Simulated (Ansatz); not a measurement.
# Y and the effect of the functional

```yaml
crystal:
  lattice:
    - [3.64254, 0.00000, 0.00000]
    - [-1.82127, 3.15454, 0.00000]
    - [0.00000, 0.00000, 11.84413]
  atoms:
    - { symbol: Y, position: [0.66667, 0.33333, 0.75000] }
    - { symbol: Y, position: [0.00000, 0.00000, 0.50000] }
    - { symbol: Y, position: [0.33333, 0.66667, 0.25000] }
    - { symbol: Y, position: [0.00000, 0.00000, 0.00000] }
```

Kept alike: task band structure; k mesh 8 × 8 × 3; occupations fermi-dirac, width 0.05 eV; no spin polarisation. Program: Ansatz, all-electron LAPW, scalar-relativistic. The mesh is that of the run's cell of 4 atoms. No spin-orbit coupling.

| functional | pressure (GPa) |
| --- | --- |
| LDA | -5.16 |
| PBE | -1.70 |
| PBEsol | -3.50 |

Pressure is positive in compression. For a metal such a mesh leaves the last digits unconverged.

The pressure runs from -5.16 (LDA) to -1.70 GPa (PBE). From PBE: LDA -3.46; PBEsol -1.80. A positive pressure means that the functional's own cell is larger than the one given, a negative one that it is smaller.
